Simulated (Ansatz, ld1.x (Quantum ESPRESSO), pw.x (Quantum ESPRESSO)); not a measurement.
**Si: one change to the TM potential, in the atom and in the fcc crystal**

* Element: silicon
* Generator: ld1.x (Quantum ESPRESSO) 7.5
* Type: norm-conserving Troullier–Martins (Kleinman–Bylander form)
* Functional: PBE
* Relativity: scalar-relativistic
* Frozen core: [Ne]
* Valence charge: 4
* Reference configuration: 3s2 3p2
* Partial waves: 3s (bound): rc 1.75 bohr; 3d channel at 0.05 Ry: rc 2.00 bohr; 3p (bound): rc 2.25 bohr
* Local potential: the p channel
* Core correction: Bessel-smoothed model core, default radius (core density twice the valence density)

Change: all radii but the core radius scaled by about 1.08 (s 1.90, p 2.44, d 2.16 bohr).

Cutoffs, loose and tight: the cutoffs (Ry, on a coarse ladder) from which the occupation-weighted sum of valence levels, in a spherical-Bessel basis at the reference potential, stays within 10 and 1 mRy of its value at 400 Ry. They do not see the model core or the augmentation charge, which bear on the density cutoff. Test errors are all-electron minus pseudo excitation energies from the reference, over the configurations 3s2 3p1; 3s2 3p0; 3s1 3p0; 3s2 3p1.5; 3s1 3p2; 3s0 3p4; 3s1 3p3; variants that change the core or the reference have their own tests.

Crystal test: fcc Si in pw.x 7.5, no spin, 15³ k-points, Fermi–Dirac smearing 0.01 Ry, cutoffs set for each file from its atomic test. The reference is all-electron LAPW (Ansatz 0.2.0) with the same functional, mesh and smearing; V0 and B0 come from Birch–Murnaghan fits to the pressures at five volumes. Errors are pseudo minus all-electron; Δ is the rms difference of the E(V) curves that follow from these fits, minima aligned, over ±6 % about the mean V0. Mesh and smearing are coarse, so the numbers serve the comparison and aren't converged zero-temperature values; the lattice is a test structure that the element need not adopt.

All-electron: a0 = 3.869 Å (V0 = 14.48 Å³/atom), B0 = 82.7 GPa.

Q: Does the change bring the crystal closer to the all-electron result?

A: The mean pressure error goes from +0.05 to -0.13 GPa, so the change moves the solid further from the all-electron pressures. At 80 % of its cutoff the pressure of the base moves by -0.24 GPa.

| quantity | base | changed |
| --- | --- | --- |
| outcome (atom) | generated | generated |
| cutoff, loose (atom) | 15 Ry | 15 Ry |
| cutoff, tight (atom) | 40 Ry | 35 Ry |
| bound ghosts (atom) | none | none |
| largest test error (meV) (atom) | +39 | +31 |
| cutoffs in pw.x (Ry) | 50/200 | 50/200 |
| a0 (Å) | 3.870 | 3.867 |
| a0 error (%) | +0.02 | -0.05 |
| B0 error (%) | +0.0 | +0.3 |
| Δ (meV/atom) | 0.1 | 0.4 |
| mean pressure error (GPa) | +0.05 | -0.13 |

 The atomic cutoffs weigh occupied waves only.
